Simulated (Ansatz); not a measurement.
NaI (CsCl type) at its r2SCAN geometry, run in Ansatz at 4 levels of theory. Values at 0 K without nuclear motion; no magnetic order is allowed, and the phase may be a hypothetical one.

The LDA input:
```yaml
crystal:
  lattice:
    - [4.0405366006, 0.0, 0.0]
    - [0.0, 4.0405366006, 0.0]
    - [0.0, 0.0, 4.0405366006]
  atoms:
    - { symbol: Na, position: [0.0, 0.0, 0.0] }
    - { symbol: I, position: [0.5, 0.5, 0.5] }
kpoints:
  mp_grid: { grid: [6, 6, 6] }
  band_path:
    path:
      - [0.0, 0.0, 0.0]
      - [0.0, 0.5, 0.0]
      - [0.5, 0.5, 0.0]
      - [0.5, 0.5, 0.5]
      - [0.0, 0.5, 0.5]
    npoints: 1
hamiltonian:
  xc: lda
scf:
  occupations: { method: fixed }
  n_extra_bands: 4
output:
  forces: true
  stress: true
  eigenvalues: true
```

Main results, then, where recorded, the levels near the gap in eV from the Fermi energy (columns number the bands from 0), one row a point of the path (Γ, X, M, R, M):
```
Crystal: 2 atoms, lattice volume = 65.966 Å³
Symmetry: 48 space group operations
Space group: Pm-3m (ITA 221)
```
```
Basis set: ecut = 420 eV, 1309 PW (Γ)
k-points: 20 of 216
SCF converged after 6 iterations
Free energy (F): -8824.678310 eV
Fermi energy:    3.979561 eV
--- Stress (GPa, compression-positive) ---
       -1.684670       0.000000       0.000000
        0.000000      -1.684670       0.000000
        0.000000       0.000000      -1.684670
  P = ⅓ Tr σ = -1.6847 GPa (-16.847 kbar)
```
```tsv
band_10	band_11	band_12	band_13	band_14	band_15
-0.660	-0.660	-0.660	2.040	5.488	5.488
-3.319	-0.328	-0.328	4.412	6.093	7.023
-2.623	-2.623	0.000	2.615	6.882	8.037
-2.119	-2.119	-2.119	4.026	4.026	4.026
-2.623	-2.623	0.000	2.615	6.882	8.037
```

LDA gives an indirect gap of 2.04 eV, from M to Γ; the least direct gap is 2.62 eV at M.

PBE+SOC. Against the first input these blocks differ (the band path and keys that only write files left aside):
```yaml
hamiltonian:
  xc: pbe
scf:
  occupations: { method: fixed }
  n_extra_bands: 8
magnetization:
  noncollinear: true
  spin_orbit: true
```

```
Basis set: ecut = 420 eV, 1309 PW (Γ)
k-points: 20 of 216
SCF converged after 8 iterations
Free energy (F): -9004.629874 eV
Fermi energy:    4.265745 eV
--- Stress (GPa, compression-positive) ---
        0.316828       0.000000       0.000000
        0.000000       0.316828       0.000000
        0.000000       0.000000       0.316828
  P = ⅓ Tr σ = 0.3168 GPa (3.168 kbar)
```
```tsv
band_20	band_21	band_22	band_23	band_24	band_25	band_26	band_27	band_28	band_29	band_30	band_31
-1.394	-1.394	-0.357	-0.357	-0.357	-0.357	2.271	2.271	5.579	5.579	5.579	5.579
-3.361	-3.361	-0.709	-0.709	-0.007	-0.007	4.614	4.614	6.267	6.267	7.065	7.065
-2.946	-2.946	-2.391	-2.391	0.000	0.000	2.763	2.763	7.001	7.001	8.090	8.090
-2.707	-2.707	-1.868	-1.868	-1.868	-1.868	4.153	4.153	4.153	4.153	4.163	4.163
-2.946	-2.946	-2.391	-2.391	0.000	0.000	2.763	2.763	7.001	7.001	8.090	8.090
```

PBE+SOC gives an indirect gap of 2.27 eV, from M to Γ; the least direct gap is 2.63 eV at Γ. At this geometry PBE+SOC finds +0.32 GPa, compression counted positive: its own equilibrium volume is larger.

Task: In the first input these blocks are replaced (the band path and keys that only write files left aside):
```yaml
hamiltonian:
  xc: r2scan
```
What comes out?

Result:
```
Basis set: ecut = 500 eV, 1743 PW (Γ)
k-points: 20 of 216
SCF converged after 6 iterations
Free energy (F): -9019.252790 eV
Fermi energy:    3.957941 eV
--- Stress (GPa, compression-positive) ---
        0.001444       0.000000       0.000000
        0.000000       0.001444       0.000000
        0.000000       0.000000       0.001444
  P = ⅓ Tr σ = 0.0014 GPa (0.014 kbar)
```
```tsv
band_10	band_11	band_12	band_13	band_14	band_15
-0.670	-0.670	-0.670	3.056	6.160	6.160
-3.298	-0.336	-0.336	5.332	7.147	7.707
-2.646	-2.646	0.000	3.357	7.740	9.025
-2.154	-2.154	-2.154	4.671	4.671	4.671
-2.646	-2.646	0.000	3.357	7.740	9.025
```
The r2SCAN gap is indirect, 3.06 eV (M to Γ), below the direct gap of 3.36 eV at M. The mean stress is close to zero (0.00 GPa).

HSE06+SOC. Against the first input these blocks differ (the band path and keys that only write files left aside):
```yaml
kpoints:
  mp_grid: { grid: [4, 4, 4] }
hamiltonian:
  xc: hse06
scf:
  occupations: { method: fixed }
  n_extra_bands: 8
magnetization:
  noncollinear: true
  spin_orbit: true
output:
  eigenvalues: true
```

```
Basis set: ecut = 420 eV, 1309 PW (Γ)
k-points: 10 of 64
Exchange kernel: α = 0.2500, screened, ω = 0.2079 Å⁻¹, Wigner–Seitz truncation, v(0) = 1035.7044 eV·Å³, q-mesh 4×4×4
hybrid outer 1: dexx = +2.849e-3 eV, tail = 1.46e-5 eV
hybrid outer 2: dexx = +9.603e-8 eV, tail = 7.48e-8 eV, Δε = 3.47e-3 eV
hybrid SCF converged: 2 outer / 8 inner (+5 warm-up)
Free energy (F): -9004.400050 eV
Fermi energy:    3.657360 eV
```
```tsv
band_20	band_21	band_22	band_23	band_24	band_25	band_26	band_27	band_28	band_29	band_30	band_31
-1.502	-1.502	-0.393	-0.393	-0.393	-0.393	3.207	3.207	6.480	6.480	6.480	6.480
-3.612	-3.612	-0.762	-0.762	-0.013	-0.013	5.568	5.568	7.393	7.393	8.050	8.050
-3.184	-3.184	-2.591	-2.591	0.000	0.000	3.634	3.634	8.025	8.025	9.194	9.194
-2.927	-2.927	-2.030	-2.030	-2.030	-2.030	5.025	5.025	5.031	5.031	5.031	5.031
-3.184	-3.184	-2.591	-2.591	0.000	0.000	3.634	3.634	8.025	8.025	9.194	9.194
```

With HSE06+SOC the valence top lies at M and the conduction bottom at Γ, 3.21 eV higher; the smallest vertical gap, at Γ, is 3.60 eV.

The hybrids run on coarser meshes, which limits their stresses and small splittings of levels.

Totals of different functionals, or with and without spin-orbit coupling, can't be compared.

Only the levels marked +SOC include spin-orbit coupling.

The meshes of the hybrids are coarse, so their gaps aren't converged to the digits shown.
